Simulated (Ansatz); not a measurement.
# Where the states of CdTe lie

```
CELL_PARAMETERS angstrom
3.06529 -3.09461 0.00000
3.06529 3.09461 0.00000
0.00000 0.00000 6.09065
ATOMIC_POSITIONS crystal
Cd 0.27703 0.72297 0.75000
Cd 0.72297 0.27703 0.25000
Te 0.76614 0.23386 0.75000
Te 0.23386 0.76614 0.25000
```

The cell is the one relaxed in the Materials Project (mp-1066480), not relaxed further here; entries there can be hypothetical.

No spin–orbit coupling, which matters for the heavy atoms here.

These are results of DFT, PBEsol, all-electron LAPW, scalar-relativistic (Ansatz 0.2.0), not measurements.

Sampling and basis: a Γ-centred 9×9×6 k mesh, Fermi–Dirac smearing of 0.05 eV, basis error target 1 meV/atom, no spin polarisation.

States per eV and cell, averaged over 0.6 eV, from -8.8 to 4.2 eV, with energies (bin centres) from the Fermi level; empty bins are left out. The partial columns, the largest 4 alone, are projections on Löwdin-orthogonalised atomic shells (those that the program's projection atoms carry: the occupied ones and, for some elements, an empty d or f shell; other empty shells have no column), summed over atoms of an element. Weights on diffuse s and p shells depend on that basis and aren't pure angular character.

```json
{"E (eV)": "-8.6", "total": "0.25", "Cd 4d": "0.24", "Te 5p": "0.01", "Cd 5s": "0.00", "Te 5s": "0.00"}
{"E (eV)": "-8.0", "total": "31.99", "Cd 4d": "31.15", "Te 5p": "0.46", "Cd 5s": "0.05", "Te 5s": "0.32"}
{"E (eV)": "-7.4", "total": "1.09", "Cd 4d": "0.89", "Te 5p": "0.02", "Cd 5s": "0.01", "Te 5s": "0.18"}
{"E (eV)": "-5.0", "total": "0.41", "Cd 4d": "0.01", "Te 5p": "0.24", "Cd 5s": "0.15", "Te 5s": "0.01"}
{"E (eV)": "-4.4", "total": "2.41", "Cd 4d": "0.06", "Te 5p": "1.41", "Cd 5s": "0.84", "Te 5s": "0.08"}
{"E (eV)": "-3.8", "total": "2.82", "Cd 4d": "0.06", "Te 5p": "1.86", "Cd 5s": "0.72", "Te 5s": "0.14"}
{"E (eV)": "-3.2", "total": "1.21", "Cd 4d": "0.02", "Te 5p": "0.83", "Cd 5s": "0.25", "Te 5s": "0.08"}
{"E (eV)": "-2.6", "total": "2.02", "Cd 4d": "0.03", "Te 5p": "1.66", "Cd 5s": "0.21", "Te 5s": "0.04"}
{"E (eV)": "-2.0", "total": "2.76", "Cd 4d": "0.04", "Te 5p": "2.42", "Cd 5s": "0.14", "Te 5s": "0.03"}
{"E (eV)": "-1.4", "total": "3.01", "Cd 4d": "0.06", "Te 5p": "2.69", "Cd 5s": "0.09", "Te 5s": "0.02"}
{"E (eV)": "-0.8", "total": "3.17", "Cd 4d": "0.07", "Te 5p": "2.84", "Cd 5s": "0.09", "Te 5s": "0.01"}
{"E (eV)": "-0.2", "total": "2.47", "Cd 4d": "0.06", "Te 5p": "2.18", "Cd 5s": "0.14", "Te 5s": "0.01"}
{"E (eV)": "0.4", "total": "0.45", "Cd 4d": "0.00", "Te 5p": "0.16", "Cd 5s": "0.23", "Te 5s": "0.01"}
{"E (eV)": "1.0", "total": "0.75", "Cd 4d": "0.00", "Te 5p": "0.26", "Cd 5s": "0.36", "Te 5s": "0.02"}
{"E (eV)": "1.6", "total": "1.33", "Cd 4d": "0.01", "Te 5p": "0.47", "Cd 5s": "0.59", "Te 5s": "0.03"}
{"E (eV)": "2.2", "total": "2.05", "Cd 4d": "0.01", "Te 5p": "0.71", "Cd 5s": "0.83", "Te 5s": "0.04"}
{"E (eV)": "2.8", "total": "1.78", "Cd 4d": "0.01", "Te 5p": "0.46", "Cd 5s": "0.59", "Te 5s": "0.05"}
{"E (eV)": "3.4", "total": "0.38", "Cd 4d": "0.00", "Te 5p": "0.04", "Cd 5s": "0.05", "Te 5s": "0.00"}
{"E (eV)": "4.0", "total": "1.86", "Cd 4d": "0.00", "Te 5p": "0.13", "Cd 5s": "0.12", "Te 5s": "0.01"}
```

Task: Where is the centre of the filled Cd 4d states between -14 eV and the top of the filled states?

Result: -8.07 eV from the Fermi level.
